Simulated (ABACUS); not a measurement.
P:

```
CELL_PARAMETERS angstrom
1.64774 -5.46504 0.00000
1.64774 5.46504 0.00000
0.00000 0.00000 4.54364
ATOMIC_POSITIONS crystal
P 0.90414 0.09586 0.58882
P 0.09586 0.90414 0.41118
P 0.59586 0.40414 0.08882
P 0.40414 0.59586 0.91118
```

| Quantity | Value |
| --- | --- |
| Program | ABACUS 3.10.1 |
| Task | relaxation of cell and atoms |
| Functional | r2SCAN |
| Potentials or basis | SG15 ONCV 1.2 PBE |
| Cutoff | 939 eV |
| Density cutoff | 3755 eV |
| Basis | plane waves |
| k mesh | 5 × 5 × 4 |
| Occupations | fermi-dirac, width 0.05 eV |
| Spin | no spin polarisation |

At the start: pressure 1.4 GPa; volume 20.46 Å³/atom.

**Question.** How do energy, volume and symmetry change on relaxing?

**Answer.** Over 35 steps the energy falls by 2.3 meV/atom and the volume is 20.59 Å³/atom (+0.6 %); space group Cmce (No. 64, to 0.05 Å).

The path:
```csv
step,energy change (eV),largest force (eV/Å),pressure (GPa),volume (Å³)
1,0.0000,0.2149,1.38,81.83
2,-0.0026,0.1657,1.14,81.94
3,-0.0058,0.0831,0.71,82.14
4,-0.0073,0.0394,0.18,82.39
5,-0.0069,0.1016,-0.31,82.65
6,-0.0071,0.0954,-0.29,82.65
7,-0.0073,0.0834,-0.26,82.63
8,-0.0076,0.0661,-0.21,82.62
9,-0.0079,0.0462,-0.15,82.60
10,-0.0081,0.0241,-0.08,82.57
11,-0.0083,0.0147,-0.01,82.55
12,-0.0083,0.0298,0.06,82.52
13,-0.0083,0.0443,0.11,82.50
14,-0.0083,0.0436,0.11,82.50
15,-0.0084,0.0420,0.11,82.51
16,-0.0084,0.0397,0.10,82.51
17,-0.0084,0.0366,0.09,82.51
18,-0.0084,0.0330,0.08,82.51
19,-0.0085,0.0288,0.07,82.52
20,-0.0085,0.0243,0.06,82.52
21,-0.0085,0.0189,0.04,82.53
22,-0.0086,0.0129,0.03,82.53
23,-0.0086,0.0070,0.01,82.54
24,-0.0086,0.0060,-0.01,82.54
25,-0.0086,0.0082,-0.04,82.55
26,-0.0087,0.0119,-0.06,82.55
27,-0.0087,0.0137,-0.08,82.56
28,-0.0088,0.0129,-0.09,82.55
29,-0.0088,0.0089,-0.10,82.55
30,-0.0089,0.0046,-0.09,82.53
31,-0.0090,0.0085,-0.08,82.51
32,-0.0090,0.0150,-0.05,82.48
33,-0.0091,0.0170,-0.03,82.44
34,-0.0091,0.0133,-0.02,82.40
35,-0.0092,0.0095,-0.01,82.35
```

Final structure:
```cif
data_structure
_symmetry_space_group_name_H-M 'P 1'
_symmetry_Int_Tables_number 1
_cell_length_a 5.7277
_cell_length_b 5.7277
_cell_length_c 4.5183
_cell_angle_alpha 90.000
_cell_angle_beta 90.000
_cell_angle_gamma 146.253
_cell_volume 82.35
loop_
_atom_site_label
_atom_site_type_symbol
_atom_site_fract_x
_atom_site_fract_y
_atom_site_fract_z
_atom_site_occupancy
P1 P 0.90359 0.09641 0.58634 1
P2 P 0.09641 0.90359 0.41367 1
P3 P 0.59641 0.40359 0.08633 1
P4 P 0.40359 0.59641 0.91366 1
```

Caveat: the potentials were made for another functional, which shifts forces and pressure.
